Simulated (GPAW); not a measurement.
Crystal: TiB2.

```
Ti B
1.0
     3.02920    0.00000    0.00000
    -1.51460    2.62336    0.00000
     0.00000    0.00000    3.22840
Ti B
1 2
Direct
  0.00000 0.00000 0.00000
  0.66667 0.33333 0.50000
  0.33333 0.66667 0.50000
```

Base run:

| Item | Value |
| --- | --- |
| Program | GPAW 26.7.0 |
| Functional | PBEsol |
| Potentials or basis | PAW data sets generated in the run's folder for this functional |
| Cutoff | 800 eV |
| Basis | pw |
| k mesh | 10 × 10 × 8 |
| Occupations | fermi-dirac, width 0.05 eV |
| Spin | no spin polarisation |

Its results: band gap on the k mesh none (metal or under the smearing width); pressure -4.6 GPa.

Task: The run is repeated on the same cell with these changes: functional from PBEsol to PBE; potentials or basis from PAW data sets generated in the run's folder for this functional to GPAW PAW data sets (gpaw-data 1.2.1). What comes out?

Result: Band gap on the k mesh none (metal or under the smearing width); pressure 0.7 GPa.

Not every run made on this cell is shown here.
